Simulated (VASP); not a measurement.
A run of VASP 6.6.1 is set up as follows.

The input INCAR:

```
  PREC = Accurate
  ENCUT = 600
  EDIFF = 1E-6
  ISMEAR = -1
  SIGMA = 0.05
  LREAL = False
  LASPH = True
  NELM = 100
  ALGO = Fast
  ISIF = 3
  LWAVE = False
  LCHARG = False
  GGA = RE
  LUSE_VDW = True
  AGGAC = 0.0
  IBRION = 2
  NSW = 40
  EDIFFG = -0.01
```

The input KPOINTS:

```
regular mesh
0
Gamma
  10 10 10
```

Contents of POSCAR:

```
TiC
1.0
    3.0420900000      0.0000000000      0.0000000000
   -1.5210400000      2.6345200000      0.0000000000
    0.0000000000      0.0000000000      2.6979700000
Ti C
1 1
Direct
    0.0000000000      0.0000000000      0.5000000000
    0.3333300000      0.6666700000      0.0000000000
```

Potentials or basis: VASP PAW PBE potentials, release 64 (Ti_sv, C).

Launch:

```sh
$ cat potpaw_PBE.64/Ti_sv/POTCAR potpaw_PBE.64/C/POTCAR > POTCAR
$ mpirun -np 1 vasp_std > vasp.out
```

Task: Estimate the relaxed cell.

Result: a = 3.075 Å, b = 3.075 Å, c = 2.722 Å, α = 90.00°, β = 90.00°, γ = 120.00°.

Task: Estimate the space group after relaxing (to 0.05 Å).

Result: P-6m2 (No. 187).

Task: What does it give for the relaxed volume?

Result: 11.15 Å³/atom.

Task: Estimate the band gap on the k mesh.

Result: None (metal or under the smearing width).

Stress tensor (GPa, compression positive):
```
0.12 0.00 0.00
0.00 0.12 0.00
0.00 0.00 0.02
```

Caveat: the PAW data sets were made with another functional, which shifts forces and pressure a little.
